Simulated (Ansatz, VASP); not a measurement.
Ba in VASP and in Ansatz

```
Ba
1.0
     4.05738    0.00000    0.00000
    -2.02869    3.51380    0.00000
     0.00000    0.00000    4.41920
Ba
1
Direct
  0.00000 0.00000 0.00000
```

Alike in both runs: task single point; functional PBE; k mesh 15 × 15 × 14; occupations gaussian, width 0.15 eV; no spin polarisation.

|  | VASP | Ansatz |
| --- | --- | --- |
| version | VASP 6.6.1 | Ansatz 0.2.0 |
| potentials or method | VASP PAW PBE potentials, release 64 (Ba_sv) | scalar-relativistic, plane waves, PAW |
| plane-wave cutoff (eV) | 520 | 420 |
| valence electrons in the cell | 10 | 10 |

VASP gave:

* gap on the k mesh at the Fermi level (eV): none
* pressure (GPa): 0.4
* largest component of the traceless stress (GPa): 2.81

Problem. Which values does Ansatz return?

Solution. gap on the k mesh at the Fermi level (eV): none; pressure (GPa): 0.3; largest component of the traceless stress (GPa): 2.77.

A gap of «none» marks a metal or a gap that the smearing closes. With one functional, cell and mesh, what is left measures potentials, basis and numerics.

The runs have no spin-orbit coupling, so splittings on Ba are missing.
